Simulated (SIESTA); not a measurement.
SrCl2:

```
Sr Cl
1.0
     0.00000    3.48835    3.48835
     3.48835    0.00000    3.48835
     3.48835    3.48835    0.00000
Sr Cl
1 2
Cartesian
  0.0000 0.0000 0.0000
  5.2325 5.2325 5.2325
  1.7442 1.7442 1.7442
```

Base run:

* Program: SIESTA 5.4.2
* Functional: PBE
* Potentials or basis: PseudoDojo 0.4 standard (PBE files)
* Basis: DZP (energy shift 0.003 Ry; two zetas on semicore shells; d shell added on Sr)
* Grid cutoff: 800 Ry
* Energy shift: 0.003 Ry
* k mesh: 7 × 7 × 7
* Occupations: fermi-dirac, width 0.05 eV
* Spin: no spin polarisation

Its results: band gap on the k mesh 5.50 eV, indirect (least direct gap 5.80 eV); pressure 1.2 GPa.

Question: The run is repeated on the same cell with these changes: functional from PBE to BLYP. What comes out?

Answer: Band gap on the k mesh 5.55 eV, indirect (least direct gap 5.77 eV); pressure 3.1 GPa.

BLYP binds less tightly than PBE, so the same cell stands under more pressure.

Caveats: the basis of atomic orbitals isn't converged, which shifts pressures, moduli and gaps; an odd mesh through Γ misses points on the zone boundary, where band edges often lie (some runs); the potentials were made for another functional, which shifts forces and pressure (some runs).

Not every run made on this cell is shown here.
